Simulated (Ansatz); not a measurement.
SnSe: band structure with PBE

SnSe:

```xyz
2
Lattice="0.0000 3.0100 3.0100 3.0100 0.0000 3.0100 3.0100 3.0100 0.0000" Properties=species:S:1:pos:R:3 pbc="T T T"
Sn    0.0000    0.0000    0.0000
Se    3.0100    3.0100    3.0100
```

Measurements of this composition are mostly on another form, of space group No. 62.

```
Program                             : Ansatz 0.2.0
Task                                : band structure
Functional                          : PBE
Potentials or basis                 : Ansatz PAW
Cutoff                              : 420 eV (not typed: the program's choice for these potentials)
k mesh                              : 6 × 6 × 6
Occupations                         : fermi-dirac, width 0.05 eV
Spin                                : spin-orbit coupling, no magnetisation
Path                                : [["G", "X", "W", "K", "G", "L", "U", "W", "L", "K"], ["U", "X"]]
Points for each segment of the path : 14
```

- Pressure: 0.6 GPa
- Band gap along the path: 0.26 eV, indirect (least direct gap 0.26 eV)

Levels at the corners of the path, in eV from the valence-band top:
```csv
point,band 27,band 28,band 29,band 30,band 31,band 32,band 33,band 34
Γ,-2.08,-2.08,-2.08,-2.08,3.75,3.75,4.55,4.55
X,-3.81,-3.81,-3.54,-3.54,3.01,3.01,5.02,5.02
W,-4.73,-4.73,-0.84,-0.84,1.45,1.45,4.70,4.70
K,-3.22,-3.22,-2.48,-2.48,3.13,3.13,3.64,3.64
Γ,-2.08,-2.08,-2.08,-2.08,3.75,3.75,4.55,4.55
L,-1.87,-1.87,-0.07,-0.07,0.56,0.56,1.07,1.07
U,-3.22,-3.22,-2.48,-2.48,3.13,3.13,3.64,3.64
W,-4.73,-4.73,-0.84,-0.84,1.45,1.45,4.70,4.70
L,-1.87,-1.87,-0.07,-0.07,0.56,0.56,1.07,1.07
K,-3.22,-3.22,-2.48,-2.48,3.13,3.13,3.64,3.64
U,-3.22,-3.22,-2.48,-2.48,3.13,3.13,3.64,3.64
X,-3.81,-3.81,-3.54,-3.54,3.01,3.01,5.02,5.02
```

Run time: 13 s on 2 threads of Arm Neoverse V2, with other jobs on the host, peak memory 0.59 GiB.
